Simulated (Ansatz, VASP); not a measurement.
# GaN: VASP beside Ansatz

```xyz
2
Lattice="0.0000 2.2384 2.2384 2.2384 0.0000 2.2384 2.2384 2.2384 0.0000" Properties=species:S:1:pos:R:3 pbc="T T T"
Ga    0.0000    0.0000    0.0000
N     1.1192    1.1192    1.1192
```

Change from the starting cell: volume scaled by 0.98.

Alike in both runs: task single point; functional r2SCAN; k mesh 10 × 10 × 10; occupations fermi-dirac, width 0.05 eV; no spin polarisation.

```csv
,VASP,Ansatz
version,VASP 6.6.1,Ansatz 0.2.0
potentials or method,"VASP PAW PBE potentials, release 64 (Ga_d, N)",Ansatz PAW
plane-wave cutoff (eV),520,500
valence electrons in the cell,18,18
```

Ansatz gave:

| Property | Result |
| --- | --- |
| gap on the k mesh at the Fermi level (eV) | 2.26 |
| least direct gap on the mesh (eV) | 2.26 |
| pressure (GPa) | 2.9 |

Question: Estimate VASP's values.

Answer: gap on the k mesh at the Fermi level (eV): 2.26; least direct gap on the mesh (eV): 2.26; pressure (GPa): 4.7.

Caveats: the PAW data sets were made with another functional, which shifts forces and pressure a little (VASP); the PAW data sets come from PBE, with cores solved anew for the run's functional, which leaves a small shift of forces and pressure (Ansatz).
